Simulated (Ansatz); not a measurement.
# Compressing InAs

These are results of Ansatz, DFT PBE, scalar-relativistic, plane waves, PAW, not measurements. Run with 420 eV cutoff, 12×12×12 k-mesh, Gaussian smearing of 0.10 eV, no spin polarisation.

The relaxed crystal:

```xyz
2
Lattice="0.0000 3.0942 3.0942 3.0942 0.0000 3.0942 3.0942 3.0942 0.0000" Properties=species:S:1:pos:R:3 pbc="T T T"
In    4.6413    4.6413    4.6413
As    0.0000    0.0000    0.0000
```

Cell and atoms are relaxed at each pressure within the symmetry of the start, at zero temperature, so transitions that lower the symmetry aren't seen. The k-mesh given is that at zero pressure and may differ at others. a, b and c are the lengths of the cell vectors above. ΔH is E + PV over the energy at zero pressure. Gaps are Kohn–Sham gaps over the whole zone.

```csv
P (GPa),V (Å³/atom),V/V0,a (Å),b (Å),c (Å),ΔH (eV/atom),gap (eV)
-3,?,?,?,?,?,?,?
0,29.62,1.000,4.376,4.376,4.376,0.000,metal
3,28.05,0.947,4.297,4.297,4.297,0.539,metal
8,?,?,?,?,?,?,?
15,24.35,0.822,4.099,4.099,4.099,2.484,0.45
30,21.86,0.738,3.954,3.954,3.954,4.637,0.98
60,19.03,0.642,3.776,3.776,3.776,8.438,0.70
```

What stands in the row for -3 GPa?

V 31.89 Å³/atom; V/V0 1.077; a 4.485 Å; b 4.485 Å; c 4.485 Å; ΔH -0.574 eV/atom; gap metal.

What stands in the row for 8 GPa?

V 26.17 Å³/atom; V/V0 0.883; a 4.199 Å; b 4.199 Å; c 4.199 Å; ΔH 1.383 eV/atom; gap 0.08 eV.